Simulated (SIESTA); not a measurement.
# Mn in SIESTA: convergence with vacuum

Mn, a slab with vacuum:

```xyz
6
Lattice="2.7316 0.0000 0.0000 0.0000 2.7316 0.0000 0.0000 0.0000 15.6575" Properties=species:S:1:pos:R:3 pbc="T T T"
Mn    1.3658    1.3658    3.0000
Mn    0.0000    0.0000    4.9315
Mn    1.3658    1.3658    6.8630
Mn    0.0000    0.0000    8.7945
Mn    1.3658    1.3658   10.7260
Mn    0.0000    0.0000   12.6575
```

- Program: SIESTA 5.4.2
- Task: single point
- Functional: LDA
- Potentials or basis: PseudoDojo 0.4 standard (LDA files)
- Basis: DZP (energy shift 0.003 Ry; two zetas on semicore shells)
- Grid cutoff: 800 Ry
- Energy shift: 0.003 Ry
- k mesh: 6 × 6 × 1
- Occupations: fermi-dirac, width 0.05 eV
- Spin: collinear spin, ferromagnetic start
- Starting moments: [4.0, 4.0, 4.0, 4.0, 4.0, 4.0] μB

These are the settings of the first run; the series varies vacuum, with any setting tied to it.

Hardware: 1 thread of Arm Neoverse V1, with other jobs on the host.

```csv
vacuum,"energy less the tightest run, at zero smearing (meV/atom)",largest force (eV/Å),SCF cycles,CPU time (s),peak memory (GiB)
6,-2.78,1.284,43,430,0.53
8,-0.01,1.325,51,520,0.55
10,0.01,1.323,41,430,0.56
12,0.00,1.324,47,470,0.56
15,0.00,1.325,50,500,0.57
20,0.00,1.325,50,490,0.59
```

Against the tightest run, the energy stays within 1 meV/atom from 8 on; the largest force stays within 0.005 eV/Å from 8 on. The tightest run that finished is the yardstick and may itself not be fully converged.

Caveat, for the tightest run too: the k mesh is coarse (spacing up to 0.38 Å⁻¹), so the values aren't converged; the cell was measured hot, at 1373 K.
